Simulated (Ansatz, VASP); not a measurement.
## One calculation of B, two programs

The input INCAR:

```
SYSTEM = B
PREC = Accurate
ENCUT = 520
EDIFF = 1E-6
ISMEAR = 0
SIGMA = 0.15
LREAL = .FALSE.
LASPH = .TRUE.
NELM = 100
ALGO = Fast
ISIF = 2
LWAVE = .FALSE.
LCHARG = .FALSE.
NBANDS = 8
```

KPOINTS

```
regular mesh
0
G
  33 33 14
  0 0 0
```

POSCAR

```
B
1.0
    1.7024335758      0.0000000000      0.0000000000
   -0.8512167879      1.5038377394      0.0000000000
    0.0000000000      0.0000000000      3.6354228500
B
1
Direct
    0.0000000000      0.0000000000      0.0000000000
```

Input for Ansatz:

```yaml
crystal:
  lattice:
    - [1.7024335758, 0.0, 0.0]
    - [-0.8512167879, 1.5038377394, 0.0]
    - [0.0, 0.0, 3.63542285]
  atoms:
    - { symbol: B, position: [0.0, 0.0, 0.0] }
basis:
  ecutwfc: 420
kpoints:
  mp_grid: { grid: [33, 33, 14] }
hamiltonian:
  xc: lda
scf:
  occupations: { method: gaussian, width: 0.15 }
output:
  forces: true
  stress: true
  eigenvalues: true
```

Change from the starting cell: strain +0.0200 x Voigt [0, 1, 0, 0, 0, 0], atoms carried along.

Alike in both runs: task single point; functional LDA; k mesh 33 × 33 × 14; occupations gaussian, width 0.15 eV; no spin polarisation.

|  | VASP | Ansatz |
| --- | --- | --- |
| version | VASP 6.6.1 | Ansatz 0.2.0 |
| potentials or method | VASP PAW LDA potentials, release 64 (B) | scalar-relativistic, plane waves, PAW |
| plane-wave cutoff (eV) | 520 | 420 |
| valence electrons in the cell | 3 | 3 |

|  | VASP | Ansatz | Ansatz less VASP |
| --- | --- | --- | --- |
| gap on the k mesh at the Fermi level (eV) | none | none | - |
| pressure (GPa) | -8.0 | -8.1 | -0.07 |
| largest component of the traceless stress (GPa) | 7.68 | 7.75 | +0.072 |

A gap of «none» marks a metal or a gap that the smearing closes.
